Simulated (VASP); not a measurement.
# Ni (Fm-3m) in VASP: elastic constants with LDA

Aim: the elastic constants of Ni with LDA.

All numbers are computed with VASP 6.6.1; they aren't measurements. Logs are shortened: lines on timing, memory, paths and dates and some standing lists are left out, and cuts for length are marked.

### 1 The structure

The structure is cubic, space group Fm-3m (No. 225). The conventional cell has a = 3.551 Å, b = 3.551 Å, c = 3.551 Å, α = 90.00°, β = 90.00°, γ = 90.00°. Around Ni (site symmetry m-3m) lie 12 Ni at 2.51 Å.

### 2 Elastic constants, LDA, collinear spin, ferromagnetic start

Contents of POSCAR:

```
Ni
1.0
    0.0000000000      1.7756500000      1.7756500000
    1.7756500000      0.0000000000      1.7756500000
    1.7756500000      1.7756500000      0.0000000000
Ni
1
Direct
    0.0000000000      0.0000000000      0.0000000000
```

Contents of INCAR.step1:

```
SYSTEM = Ni
PREC = Accurate
ENCUT = 350
EDIFF = 1E-8
ISMEAR = 0
SIGMA = 0.1
LREAL = .False.
LASPH = .True.
NELM = 120
ALGO = Fast
ISIF = 3
LWAVE = .False.
LCHARG = .False.
ISPIN = 2
MAGMOM = 1
LORBIT = 11
LMAXMIX = 4
IBRION = 2
NSW = 40
EDIFFG = -0.002
```

Contents of INCAR.step2:

```
SYSTEM = Ni
PREC = Accurate
ENCUT = 350
EDIFF = 1E-8
ISMEAR = 0
SIGMA = 0.1
LREAL = .False.
LASPH = .True.
NELM = 120
ALGO = Fast
ISIF = 3
LWAVE = .False.
LCHARG = .False.
ISPIN = 2
MAGMOM = 1
LORBIT = 11
LMAXMIX = 4
IBRION = 6
NFREE = 2
POTIM = 0.015
NSW = 1
```

Contents of KPOINTS:

```
regular mesh
0
Gamma
  20 20 20
  0 0 0
```

Potentials or basis: VASP PAW LDA potentials, release 64 (Ni).

Command:

```bash
$ cat potpaw_LDA.64/Ni/POTCAR > POTCAR
$ cp INCAR.step1 INCAR
$ mpirun -np 1 vasp_std > vasp.out
$ cp CONTCAR POSCAR
$ cp INCAR.step2 INCAR
$ mpirun -np 1 vasp_std > vasp.out
```

OUTCAR:

```text
SYSTEM = Ni
   PREC = Accurate
   ENCUT = 350
   EDIFF = 1E-8
   ISMEAR = 0
   LREAL = .False.
   LASPH = .True.
   NELM = 120
   ISIF = 3
   ISPIN = 2
   LORBIT = 11
   IBRION = 6
   NFREE = 2
   POTIM = 0.015
   NSW = 1

 ion  position               nearest neighbor table
   1  0.000  0.000  0.000-

  LATTYP: Found a face centered cubic cell.
 ALAT       =     3.4204295036

  Lattice vectors:

 A1 = (   0.0000000000,   1.7102147518,   1.7102147518)
 A2 = (   1.7102147518,   0.0000000000,   1.7102147518)
 A3 = (   1.7102147518,   1.7102147518,   0.0000000000)

Analysis of symmetry for initial positions (statically):
=====================================================================
 Subroutine PRICEL returns:
 Original cell was already a primitive cell.

 Routine SETGRP: Setting up the symmetry group for a
 face centered cubic supercell.

 Subroutine GETGRP returns: Found 48 space group operations
 (whereof 48 operations were pure point group operations)
 out of a pool of 48 trial point group operations.

The static configuration has the point symmetry O_h .

Analysis of symmetry for dynamics (positions and initial velocities):
=====================================================================
 Subroutine PRICEL returns:
 Original cell was already a primitive cell.

 Routine SETGRP: Setting up the symmetry group for a
 face centered cubic supercell.

 Subroutine GETGRP returns: Found 48 space group operations
 (whereof 48 operations were pure point group operations)
 out of a pool of 48 trial point group operations.

The dynamic configuration has the point symmetry O_h .

Analysis of structural, dynamic, and magnetic symmetry:
=====================================================================
 Subroutine PRICEL returns:
 Original cell was already a primitive cell.

 Routine SETGRP: Setting up the symmetry group for a
 face centered cubic supercell.

 Subroutine GETGRP returns: Found 48 space group operations
 (whereof 48 operations were pure point group operations)
 out of a pool of 48 trial point group operations.

The overall configuration has the point symmetry O_h .

 Subroutine INISYM returns: Found 48 space group operations
 (whereof 48 operations are pure point group operations),
 and found     1 'primitive' translations

----------------------------------------------------------------------------------------

                                     Primitive cell

  volume of cell :      10.0042

  direct lattice vectors                    reciprocal lattice vectors
     0.000000000  1.710214752  1.710214752    -0.292360944  0.292360944  0.292360944
     1.710214752  0.000000000  1.710214752     0.292360944 -0.292360944  0.292360944
     1.710214752  1.710214752  0.000000000     0.292360944  0.292360944 -0.292360944

  length of vectors
     2.418608897  2.418608897  2.418608897     0.506384010  0.506384010  0.506384010

  position of ions in fractional coordinates (direct lattice)
     0.000000000  0.000000000  0.000000000

  ion indices of the primitive-cell ions
   primitive index   ion index
                 1           1

----------------------------------------------------------------------------------------

 KPOINTS: regular mesh

Automatic generation of k-mesh.
 Grid dimensions read from file:
 generate k-points for:   20   20   20

 Generating k-lattice:

[... 112 lines left out ...]
  free energy    TOTEN  =        -6.59063947 eV

  energy without entropy =       -6.58203863  energy(sigma->0) =       -6.58633905

------------------------ aborting loop because EDIFF is reached ----------------------------------------

  FORCE on cell =-STRESS in cart. coord.  units (eV):
  Direction    XX          YY          ZZ          XY          YZ          ZX
  --------------------------------------------------------------------------------------
  -------------------------------------------------------------------------------------
  Total        0.0113974      0.0113974      0.0113974     -0.0000000     -0.0000000      0.0000000
  in kB        1.8252972      1.8252972      1.8252972     -0.0000000     -0.0000000      0.0000000
  external PRESSURE =       1.8252972 kB  Pullay stress =       0.0000000 kB
[... 86 lines left out ...]
  FREE ENERGIE OF THE ION-ELECTRON SYSTEM (eV)
  ---------------------------------------------------
  free  energy   TOTEN  =        -6.5879671871 eV

  energy  without entropy=       -6.5793474082  energy(sigma->0) =       -6.58365730

[... ionic steps 4 to 12 ...]

--------------------------------------- Ionic step       13  -------------------------------------------

 number of electron       9.9999994 magnetization       0.5993822

------------------------ aborting loop because EDIFF is reached ----------------------------------------
[... 65 lines left out ...]
--------------------------------------- Ionic step       15  -------------------------------------------

 number of electron       9.9999996 magnetization       0.6000071

 Free energy of the ion-electron system (eV)
  ---------------------------------------------------
  ext. energy  EPLUGINS =         0.00000000
  ---------------------------------------------------
  free energy    TOTEN  =        -6.59064244 eV

  energy without entropy =       -6.58204186  energy(sigma->0) =       -6.58634215

 E-fermi :  10.2862     XC(G=0): -14.1190

 val. band max:       10.2836205624   @ k =   0.4500   0.1500   0.0500
 cond. band min:      10.2890722521   @ k =   0.5000   0.3500   0.1000
 fundamental gap:      0.0054516898
 Fermi energy:        10.2861520467

 spin component 1

 k-point     1 :       0.0000    0.0000    0.0000
  band No.  band energies     occupation
      1       0.6949      1.00000
      2       7.7068      1.00000
      3       7.7068      1.00000
      4       7.7068      1.00000
      5       9.0078      1.00000
      6       9.0078      1.00000
      7      34.7605      0.00000
      8      39.1863      0.00000
      9      39.1863      0.00000
     10      39.1870      0.00000
[... 287 lines left out ...]
 k-point    24 :      -0.3500    0.0500    0.0000
  band No.  band energies     occupation
      1       4.6773      1.00000
      2       7.7768      1.00000
      3       7.8385      1.00000
      4       7.9505      1.00000
      5       9.4188      1.00000
      6       9.8078      1.00000
      7      20.1601      0.00000
      8      32.9278      0.00000
      9      35.5113      0.00000
     10      37.6821      0.00000

 [... further k-points ...]

 spin component 2

 k-point     1 :       0.0000    0.0000    0.0000
  band No.  band energies     occupation
      1       0.7431      1.00000
      2       8.3195      1.00000
      3       8.3195      1.00000
      4       8.3195      1.00000
      5       9.5743      1.00000
      6       9.5743      1.00000
      7      34.7513      0.00000
      8      39.2356      0.00000
      9      39.2356      0.00000
     10      39.2360      0.00000
[... 327 lines left out ...]
  FREE ENERGIE OF THE ION-ELECTRON SYSTEM (eV)
  ---------------------------------------------------
  free  energy   TOTEN  =        -6.5906424361 eV

  energy  without entropy=       -6.5820418598  energy(sigma->0) =       -6.58634215

 INTERNAL STRAIN TENSORS FROM STRAINED CELLS
 ============================================

 INTERNAL STRAIN TENSOR FOR ION    1 for displacements in x,y,z  (eV/Angst):
          X           Y           Z          XY          YZ          ZX
  --------------------------------------------------------------------------------
  x     0.00000     0.00000    -0.00000     0.00000     0.00000     0.00000
  y     0.00000     0.00000    -0.00000     0.00000     0.00000    -0.00000
  z     0.00000     0.00000     0.00000    -0.00000    -0.00000     0.00000

 INTERNAL STRAIN TENSORS FROM DISPLACED ATOMS
 ============================================

 INTERNAL STRAIN TENSOR FOR ION    1 for displacements in x,y,z  (eV/Angst):
          X           Y           Z          XY          YZ          ZX
  --------------------------------------------------------------------------------
  x     0.00000     0.00000     0.00000     0.00000     0.00000     0.00000
  y     0.00000     0.00000     0.00000     0.00000     0.00000     0.00000
  z     0.00000     0.00000     0.00000     0.00000     0.00000     0.00000

 Eigenvectors and eigenvalues of the dynamical matrix
 ----------------------------------------------------

   1 f/i=    0.000000 THz     0.000000 2PiTHz    0.000000 cm-1     0.000000 meV
             X         Y         Z           dx          dy          dz
      0.000000  0.000000  0.000000    -0.991233    0.132128    0.000000

   2 f/i=    0.000000 THz     0.000000 2PiTHz    0.000000 cm-1     0.000000 meV
             X         Y         Z           dx          dy          dz
      0.000000  0.000000  0.000000     0.000000    0.000000    1.000000

   3 f/i=    0.000000 THz     0.000000 2PiTHz    0.000000 cm-1     0.000000 meV
             X         Y         Z           dx          dy          dz
      0.000000  0.000000  0.000000    -0.132128   -0.991233    0.000000

--------------------------------------------------------------------------------------------------------

 ELASTIC MODULI CONTR FROM IONIC RELAXATION (kBar)
 Direction    XX          YY          ZZ          XY          YZ          ZX
 --------------------------------------------------------------------------------
 XX           0.0000      0.0000      0.0000      0.0000      0.0000      0.0000
 YY           0.0000      0.0000      0.0000      0.0000      0.0000      0.0000
 ZZ           0.0000      0.0000      0.0000      0.0000      0.0000      0.0000
 XY           0.0000      0.0000      0.0000      0.0000      0.0000      0.0000
 YZ           0.0000      0.0000      0.0000      0.0000      0.0000      0.0000
 ZX           0.0000      0.0000      0.0000      0.0000      0.0000      0.0000
 --------------------------------------------------------------------------------

 TOTAL ELASTIC MODULI (kBar)
 Direction    XX          YY          ZZ          XY          YZ          ZX
 --------------------------------------------------------------------------------
 XX        3458.2555   2055.7358   2055.7358      0.0000     -0.0000     -0.0000
 YY        2055.7358   3458.2555   2055.7358      0.0000     -0.0000     -0.0000
 ZZ        2055.7358   2055.7358   3458.2555      0.0000      0.0000      0.0000
 XY           0.0000      0.0000      0.0000   1593.8650      0.0000      0.0000
 YZ          -0.0000     -0.0000      0.0000      0.0000   1593.8650      0.0000
 ZX          -0.0000     -0.0000      0.0000      0.0000      0.0000   1593.8650
 --------------------------------------------------------------------------------

 total charge

# of ion       s       p       d       tot
------------------------------------------
    1        0.538   0.576   8.359   9.473

 magnetization (x)

# of ion       s       p       d       tot
------------------------------------------
    1       -0.005  -0.019   0.623   0.600
```

It took 8.7 min on 1 thread of Intel Xeon 6975P-C (Granite Rapids), shared host; peak memory 0.64 GiB.

What came out:

| Property | Result |
| --- | --- |
| Relaxed volume | 10.00 Å³/atom |
| Relaxed cell | a = 2.419 Å, b = 2.419 Å, c = 2.419 Å, α = 60.00°, β = 60.00°, γ = 60.00° |
| Space group after relaxing (to 0.05 Å) | Fm-3m (No. 225) |
| Net moment | 0.60 μB per cell |
| Site moments | Ni +0.60 μB |
| Valence electrons inside the program's atomic spheres | Ni 9.47 |
| Elastic constants C11, C12, C44 | 346, 206, 159 GPa |
| Voigt bulk modulus | 252 GPa |

The path:
| step | energy change (eV) | largest force (eV/Å) | pressure (GPa) | volume (Å³) |
| --- | --- | --- | --- | --- |
| 1 | 0.0000 | 0.0000 | -21.65 | 11.20 |
| 2 | 0.0267 | 0.0000 | 38.64 | 8.92 |
| 3 | -0.0902 | 0.0000 | -0.63 | 10.03 |
| 4 | -0.0903 | 0.0000 | -0.09 | 10.01 |
| 5 | -0.0903 | 0.0000 | 0.50 | 9.98 |
| 6 | -0.0903 | 0.0000 | -0.52 | 10.03 |
| 7 | -0.0903 | 0.0000 | -0.01 | 10.00 |

Final structure:
```
CELL_PARAMETERS angstrom
0.00000 1.71021 1.71021
1.71021 0.00000 1.71021
1.71021 1.71021 0.00000
ATOMIC_POSITIONS crystal
Ni 0.00000 0.00000 0.00000
```

Elastic tensor in Voigt notation (GPa, in the Cartesian axes of the cell as first typed):
```
346 206 206   0   0   0
206 346 206   0   0   0
206 206 346   0   0   0
  0   0   0 159   0   0
  0   0   0   0 159   0
  0   0   0   0   0 159
```

Clamped-ion elastic tensor (GPa):
```
346 206 206   0   0   0
206 346 206   0   0   0
206 206 346   0   0   0
  0   0   0 159   0   0
  0   0   0   0 159   0
  0   0   0   0   0 159
```
